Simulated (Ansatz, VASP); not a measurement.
## I: VASP beside Ansatz

```xyz
1
Lattice="0.0000 2.3823 2.3823 2.3823 0.0000 2.3823 2.3823 2.3823 0.0000" Properties=species:S:1:pos:R:3 pbc="T T T"
I     0.0000    0.0000    0.0000
```

Change from the starting cell: volume scaled by 0.85, LAPW.

Alike in both runs: task single point; functional PBEsol; k mesh 14 × 14 × 14; occupations fermi-dirac, width 0.05 eV; no spin polarisation.

```csv
,VASP,Ansatz
version,VASP 6.6.1,Ansatz 0.2.0
potentials or method,"VASP PAW PBE potentials, release 64 (I), cutoff 520 eV","all-electron LAPW, scalar-relativistic"
```

```csv
,VASP,Ansatz,Ansatz less VASP
pressure (GPa),8.4,8.4,+0.05
```

Ansatz ran all-electron here, so the differences hold the error of VASP's frozen core and of both bases.

Caveats: the PAW data sets were made with another functional, which shifts forces and pressure a little (VASP); an odd number of electrons without spin polarisation forces a metal; a magnetic or distorted state may lie lower. The runs have no spin-orbit coupling, so splittings on I are missing.
